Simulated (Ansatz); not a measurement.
## AlP, space group F-43m: a convergence test of the plane-wave cutoff, step by step

With Ansatz's Python interface.

The cells in order, each with its output:

**Cell 1**
```python
import ansatz as az
import matplotlib.pyplot as plt
```

**Cell 2**
```python
XC = "PBEsol"
OCCUPATIONS = "Fixed"
```

**Cell 3**
```python
xtal = (
    az.Lattice.fcc(5.451)
    .space_group(216)
    .atom("Al", (0.0, 0.0, 0.0))
    .atom("P", (0.25, 0.25, 0.75))
    .primitive()
)
```

**Cell 4**
```python
model = xtal.calculation().kpoints(8).functional(XC).occupations(OCCUPATIONS).band_table()

rows = []
for value in [250, 350, 450, 550, 650, 750]:
    rep = model.basis(value).run(threads=1).report
    rows.append((value, rep["free_energy_ev"] / len(rep["lattice"]["sites"]), rep["n_iterations"], rep["gap_by_band_count_ev"], rep["n_pw"]))

print(" cutoff (eV)   F/atom (eV)    iterations  gap by band count (eV)   plane waves")
for row in rows:
    print(f"{str(row[0]):>12s}  {row[1]:12.5f}  {row[2]:12d}  {row[3]:22.3f}  {row[4]:12d}")
```
Output:
```text
DeckWarning: basis.ecutwfc = 250 eV is below the records' recommended 420 eV, and the density's cutoff is lower with it unless basis.ecutrho_ratio is high enough to keep the records' density cutoff: compare with a run at a higher cutoff
DeckWarning: basis.ecutwfc = 350 eV is below the records' recommended 420 eV, and the density's cutoff is lower with it unless basis.ecutrho_ratio is high enough to keep the records' density cutoff: compare with a run at a higher cutoff
 cutoff (eV)   F/atom (eV)    iterations  gap by band count (eV)   plane waves
         250    -632.72934             6                   1.446           339
         350    -632.85952             6                   1.432           609
         450    -632.86682             6                   1.431           893
         550    -632.86704             6                   1.431          1243
         650    -632.86712             6                   1.431          1471
         750    -632.86714             6                   1.431          1917
```

**Cell 5**
```python
# differences from the last row
for row in rows[:-1]:
    shift = 1000 * (row[1] - rows[-1][1])
    print(f"{row[0]}: {shift:+.2f} meV/atom" + ("  (within 2 meV)" if abs(shift) < 2 else ""))
plt.figure(figsize=(4.5, 3))
plt.plot([str(row[0]) for row in rows], [1000 * (row[1] - rows[-1][1]) for row in rows], "o-")
plt.xlabel("cutoff (eV)")
plt.ylabel("F - F(last) (meV/atom)")
plt.tight_layout()
plt.savefig("ecut.png", dpi=100)
```
Output:
```text
250: +137.80 meV/atom
350: +7.63 meV/atom
450: +0.32 meV/atom  (within 2 meV)
550: +0.10 meV/atom  (within 2 meV)
650: +0.02 meV/atom  (within 2 meV)
```

From 450 eV on it stays within 2 meV an atom of the value at 750 eV; the first row (250 eV) is off by 137.8 meV and the last but one by 0.02 meV. The energy falls steadily, as expected when plane waves are added.

Notes:
- Semilocal gaps usually lie well under measured ones.
- Of the deposited cell: the entry's cell lengths or inner coordinates differ somewhat from later room-temperature determinations.
- The structure is a deposited one; some such entries were measured under pressure or heat, so a shift against it needn't be the functional's error alone.
- Gaps and levels are Kohn-Sham values on a finite set of k-points.
- Warnings are shown shortened and without file and line.
- Shifts are counted from the last row, which is itself no proven limit.
- The whole script took 10 s on 1 thread of Arm Neoverse V1 (shared host), peak memory 0.41 GiB.
